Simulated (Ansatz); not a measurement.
Ir:

```
CELL_PARAMETERS angstrom
0.00000 1.91560 1.91560
1.91560 0.00000 1.91560
1.91560 1.91560 0.00000
ATOMIC_POSITIONS crystal
Ir 0.00000 0.00000 0.00000
```

Base run:

- Program: Ansatz 0.2.0
- Functional: PBE
- Potentials or basis: Ansatz PAW
- Cutoff: 420 eV (not typed: the program's choice for these potentials)
- k mesh: 12 × 12 × 12
- Occupations: fermi-dirac, width 0.05 eV
- Spin: no spin polarisation

Its results: band gap on the k mesh none (metal or under the smearing width); pressure 11.2 GPa.

**Question.** The run is repeated on the same cell with these changes: spin from no spin polarisation to spin-orbit coupling, no magnetisation; potential files from those of the base run to others of the same set. What comes out?

**Answer.** Band gap on the k mesh none (metal or under the smearing width); pressure 11.8 GPa.

Caveats: spin-orbit coupling is left out, which moves the levels of the heavy elements (some runs).
